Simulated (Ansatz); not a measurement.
Set up this calculation in Ansatz 0.2.0, as the native input.

```
Task                : single point
Functional          : PBE
Potentials or basis : all-electron LAPW, scalar-relativistic
Cutoff              : 222 eV (chosen from the basis error)
Basis error allowed : 0.001 eV/atom
k mesh              : 7 × 7 × 6
Occupations         : fermi-dirac, width 0.05 eV
Spin                : no spin polarisation
```

The system is PbS.

```
Pb S
1.0
     2.07995   -5.99130    0.00000
     2.07995    5.99130    0.00000
     0.00000    0.00000    4.27932
Pb S
2 2
Direct
  0.13494 0.88032 0.24860
  0.86171 0.12363 0.75282
  0.36449 0.66484 0.24715
  0.63820 0.34806 0.75218
```

The cell comes from a database or a generator and needn't be the stable form of this composition.

The cell isn't the ideal one: atoms moved at random, drawn with an rms of 0.05 Å.

These files were run (other wordings do the same):

input.yaml

```yaml
crystal:
  lattice:
    - [2.079952695, -5.991296865, 0.0]
    - [2.079952695, 5.991296865, 0.0]
    - [0.0, 0.0, 4.27932094]
  atoms:
    - { symbol: Pb, position: [0.134937, 0.880318, 0.248601] }
    - { symbol: Pb, position: [0.861706, 0.123632, 0.752825] }
    - { symbol: S, position: [0.364489, 0.664839, 0.247152] }
    - { symbol: S, position: [0.638204, 0.348056, 0.752177] }
kpoints:
  mp_grid: { grid: [7, 7, 6] }
scf:
  occupations: { method: fermi_dirac, width: 0.05 }
hamiltonian:
  xc: pbe
  pseudopotentials: { kind: all_electron, lapw: { basis_error: 0.001 } }
output:
  forces: true
  stress: true
  eigenvalues: true
  populations: true
```

Potentials or basis: all-electron LAPW, scalar-relativistic.

Run with:

```console
$ ansatz run input.yaml --threads 2 --pin off --max-ram 6144MiB --backend cpu --events-out ev --progress --plain --runs-dir out
```

Results of the run:

```
Pressure               : 1.2 GPa
Largest force          : 0.273 eV/Å
Band gap on the k mesh : 1.23 eV, indirect (least direct gap 1.47 eV)
Loewdin charges        : Pb +0.47, +0.48; S -0.42, -0.43 e
```

Caveat: spin-orbit coupling is left out, which as a rule narrows the gap of such compounds by several tenths of an eV; an odd mesh through Γ misses points on the zone boundary, where band edges often lie.

Wall time 4.4 min on 2 threads of Intel(R) Xeon(R) Processor @ 2.50GHz (Skylake/Cascade Lake), with other jobs on the host, peak memory 1.1 GiB.
